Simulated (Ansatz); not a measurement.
# Cr (P6_3/mmc) in Ansatz: notebook, part 2 of 2

Ansatz 0.2.0.

## Step 3: Relaxation of cell and atoms, r2SCAN, collinear spin, ferromagnetic start

Input file input.yaml:

```yaml
crystal:
  lattice:
    - [2.714, 0.0, 0.0]
    - [-1.357, 2.3503929459, 0.0]
    - [0.0, 0.0, 4.41]
  atoms:
    - { symbol: Cr, position: [0.6666666667, 0.3333333333, 0.75], spin: 3.0 }
    - { symbol: Cr, position: [0.3333333333, 0.6666666667, 0.25], spin: 3.0 }
hamiltonian:
  xc: r2scan
  pseudopotentials: { kind: paw }
magnetization:
  spin_polarized: true
kpoints:
  mp_grid: { grid: [8, 8, 5] }
scf:
  occupations: { method: fermi_dirac, width: 0.05 }
output:
  forces: true
  stress: true
  eigenvalues: true
relax:
  f_tol: 0.01
  max_steps: 40
  cell: { stress_tol: 0.05 }
```

Potentials or basis: Ansatz PAW.

Command:

```sh
$ ansatz run input.yaml --threads 2 --pin off --max-ram 5632MiB --backend cpu --events-out ev --progress --plain --runs-dir out
```

What it wrote:

```text
Warning: RAYON_NUM_THREADS=2 ignored (pool sized by the plan → 2); use --threads N
Engine: ansatz 0.2.0, aarch64-unknown-linux-gnu
Pseudopotentials: kind: paw
Pseudopotential: Cr, paw, valence charge 14, recommended cutoff 500 eV (meta_gga), Cr.paw.azcp
Functional definition: r2SCAN
  parameter k0 = 0.174
  parameter k1 = 0.065
  parameter a1 = 4.9479
  exchange = r2scan_x(k0 = k0, k1 = k1, a1 = a1)
  correlation = r2scan_c
Crystal: 2 atoms, lattice volume = 28.131 Å³
[... 295 lines left out ...]
  atom   2  Cr     0.00000000     0.00000000     0.00000000
  max |Σ_I F_I| component: 3.47e-18 eV/Å
--- Stress (GPa, compression-positive) ---
       -0.000346       0.000000       0.000000
        0.000000      -0.000346       0.000000
        0.000000       0.000000      -0.000758
  P = ⅓ Tr σ = -0.0005 GPa (-0.005 kbar)
--- Band table (eV; the first three rows and the last of 60) ---
  k-point 0 ↑: bands = ["-55.4767", "-55.3513", "-25.9293", "-25.2098", "-24.9756", "-24.9756", "-24.9121", "-24.9121", "10.7722", "14.4910", "17.4479", "18.3027", "18.6283", "18.6283", "18.9619", "18.9619", "20.3445", "20.3445", "21.4616", "21.4616", "27.4306"]
  k-point 1 ↑: bands = ["-55.4648", "-55.3634", "-25.8625", "-25.2805", "-24.9696", "-24.9696", "-24.9182", "-24.9182", "11.1398", "14.2955", "17.3355", "17.7004", "18.6112", "18.6112", "18.8892", "18.8892", "20.5068", "20.5068", "21.4047", "21.4047", "28.7378"]
  k-point 2 ↑: bands = ["-55.4337", "-55.3949", "-25.6856", "-25.4634", "-24.9537", "-24.9537", "-24.9341", "-24.9341", "12.1496", "13.4439", "17.0670", "17.0994", "18.6281", "18.6281", "18.7382", "18.7382", "20.8651", "20.8651", "21.2056", "21.2056", "31.6661"]
  k-point 29 ↓: bands = ["-55.2056", "-55.2005", "-25.8049", "-25.7810", "-25.5409", "-25.4993", "-25.3135", "-25.2894", "15.8488", "16.1804", "16.7907", "17.1897", "17.4939", "18.0019", "19.4254", "19.8155", "21.1535", "21.3754", "26.3877", "26.8010", "29.7582"]
--- Relaxed structure (10 steps of the walk, 9 accepted, 2 SCFs on fresh bases) ---
  F+E_penalty+E_count = -6763.96691126 eV   max|allowed force component| = 1.735e-18 eV/Å   (the final SCF, on the basis selected at the relaxed cell)
  cell:  # Å, volume = 23.3370 Å³
    - [2.4577397353429045, 0.0, 0.0]
    - [-1.2288698676714522, 2.128465046697398, 0.0]
    - [0.0, 0.0, 4.461099627751688]
  atoms:
    - { symbol: Cr, position: [0.6666666666666667, 0.33333333333333337, 0.7500000000000001] }
    - { symbol: Cr, position: [0.33333333333333337, 0.6666666666666667, 0.25] }
```

It took 41 s on 2 threads of Arm Neoverse V2, shared host; peak memory 0.38 GiB.

What came out:

| Property | Result |
| --- | --- |
| Free energy | -6763.9669 eV |
| Relaxed volume | 11.67 Å³/atom |
| Relaxed cell | a = 2.458 Å, b = 2.458 Å, c = 4.461 Å, α = 90.00°, β = 90.00°, γ = 120.00° |
| Space group after relaxing (to 0.05 Å) | P6_3/mmc (No. 194) |
| Energy gained by relaxing | 173.5 meV/atom |
| Ionic steps | 11 |
| Pressure after relaxing | 0.0 GPa |
| Band gap on the k mesh | none (metal or under the smearing width) |
| Net moment | 0.00 μB per cell |
| Absolute moment | 0.00 μB per cell |

The path:
```
step  energy change (eV)  largest force (eV/Å)  volume (Å³)
   1              0.0000                0.0000        28.13
   2             -0.1983                0.0000        25.32
   3             -0.2426                0.0000        23.83
   4             -0.2482                0.0000        22.84
   5             -0.2665                0.0000        21.92
   6             -0.3479                0.0000        23.42
   7             -0.3482                0.0000        23.33
   8             -0.3482                0.0000        23.34
   9             -0.3470                0.0000        23.34
  10             -0.3470                0.0000        23.34
  11             -0.3470                0.0000        23.34
```

Final structure:
```yaml
crystal:
  lattice:
    - [2.45774, 0.00000, 0.00000]
    - [-1.22887, 2.12847, 0.00000]
    - [0.00000, 0.00000, 4.46110]
  atoms:
    - { symbol: Cr, position: [0.66667, 0.33333, 0.75000] }
    - { symbol: Cr, position: [0.33333, 0.66667, 0.25000] }
```

Caveat: the magnetic or orbital state may not be the lowest; the volume moved by over 15 % at a fixed basis, so the end points are rough; the starting moments collapsed, and a magnetic state may lie lower; the plane-wave basis is chosen anew once the cell has moved, so the energies of steps on either side of that aren't comparable; the PAW data sets come from PBE, with cores solved anew for the run's functional, which leaves a small shift of forces and pressure; the starting moments weren't kept.
